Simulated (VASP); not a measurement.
Here is a VASP 6.6.1 calculation.

Contents of INCAR:

```
SYSTEM = MgS
PREC = Accurate
ENCUT = 900
EDIFF = 1E-7
ISMEAR = -1
SIGMA = 0.05
LREAL = .False.
LASPH = .True.
NELM = 80
ALGO = Fast
ISIF = 3
LWAVE = .False.
LCHARG = .False.
GGA = PE
IBRION = 2
NSW = 40
EDIFFG = -0.01
```

KPOINTS

```
regular mesh
0
Gamma
  9 9 9
  0 0 0
```

The input POSCAR:

```
MgS
1.0
    0.0000000000      2.6016500000      2.6016500000
    2.6016500000      0.0000000000      2.6016500000
    2.6016500000      2.6016500000      0.0000000000
S Mg
1 1
Direct
    0.5000000000      0.5000000000      0.5000000000
    0.0000000000      0.0000000000      0.0000000000
```

Potentials or basis: VASP PAW PBE potentials, release 64 (S, Mg).

Launch:

```sh
$ cat potpaw_PBE.64/S/POTCAR potpaw_PBE.64/Mg/POTCAR > POTCAR
$ mpirun -np 1 vasp_std > vasp.out
```

(1) Estimate the space group after relaxing (to 0.05 Å).

(2) Predict the relaxed volume.

## Answers

(1) Fm-3m (No. 225).

(2) 17.81 Å³/atom.
